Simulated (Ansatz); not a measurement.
Runs of Ansatz 0.2.0 on SiC (Moissanite 6H). Symmetry: P6_3mc, No. 186, hexagonal system. The conventional cell has a = 3.095 Å, b = 3.095 Å, c = 15.170 Å, α = 90.00°, β = 90.00°, γ = 120.00°. Si (site symmetry 3m) is surrounded by 4 C at 1.90 Å. Si (site symmetry 3m) is surrounded by 4 C at 1.90 Å. Around Si (site symmetry 3m) lie 4 C at 1.90 Å. C (site symmetry 3m) is surrounded by 4 Si at 1.90 Å. C (site symmetry 3m) has 4 Si at 1.90 Å as nearest neighbours. C (site symmetry 3m) has 4 Si at 1.90 Å as nearest neighbours. 

| task | level | cell | cutoff (eV) | points for each segment of the path | gap on the mesh (eV) | pressure (GPa) | relaxed volume (Å³/atom) | largest force (eV/Å) |
| --- | --- | --- | --- | --- | --- | --- | --- | --- |
| relaxation of cell and atoms | PBEsol | relaxed | 420 | - | 1.92 | 0.0 | 10.33 | - |
| relaxation of cell and atoms | RPBE+D3(BJ) | relaxed | 420 | - | (a) | 0.0 | 9.62 | - |
| band structure | revPBE | as given | 420 | 10 | 2.03 | (b) | - | 0.14 |
| relaxation of cell and atoms | RPBE | relaxed | 420 | - | (d) | 0.0 | (c) | - |
| band structure | r2SCAN | as given | 500 | 10 | 2.38 | -3.3 | - | 0.15 |

Alike in all rows: potentials or basis Ansatz PAW; no spin polarisation; k mesh 10 × 10 × 2; smearing fermi-dirac 0.05 eV.

Q: Fill in the values left out.

A: (a) 2.02; (b) 2.6; (c) 10.66; (d) 2.05.

Caveats: the PAW data sets come from PBE, with cores solved anew for the run's functional, which leaves a small shift of forces and pressure; the plane-wave basis is chosen anew once the cell has moved, so the energies of steps on either side of that aren't comparable (some runs).

A k mesh can miss the band edges.

Runs at the PBE level aren't shown here.
